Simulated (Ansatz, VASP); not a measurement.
# Two plane-wave programs on Ba

```
CELL_PARAMETERS angstrom
3.99965 0.00000 0.00000
0.00000 3.99965 0.00000
0.00000 0.00000 3.60554
ATOMIC_POSITIONS crystal
Ba 0.50000 0.50000 0.50000
```

This isn't the form of Ba at room conditions, which is bcc.

Alike in both runs: task single point; functional PBEsol; k mesh 4 × 4 × 6; occupations gaussian, width 0.1 eV; no spin polarisation.

|  | VASP | Ansatz |
| --- | --- | --- |
| version | VASP 6.6.1 | Ansatz 0.2.0 |
| potentials or method | VASP PAW PBE potentials, release 64 (Ba_sv) | scalar-relativistic, plane waves, PAW |
| plane-wave cutoff (eV) | 520 | 420 |
| valence electrons in the cell | 10 | 10 |

|  | VASP | Ansatz | Ansatz less VASP |
| --- | --- | --- | --- |
| gap on the k mesh at the Fermi level (eV) | none | none | - |
| pressure (GPa) | -0.1 | -0.3 | -0.19 |
| largest component of the traceless stress (GPa) | 2.41 | 2.32 | -0.084 |

A gap of «none» marks a metal or a gap that the smearing closes.

Caveats: the k mesh is coarse (spacing up to 0.39 Å⁻¹), so the values aren't converged; the PAW data sets were made with another functional, which shifts forces and pressure a little (VASP). Spin-orbit coupling is left out, which matters for the levels of Ba.
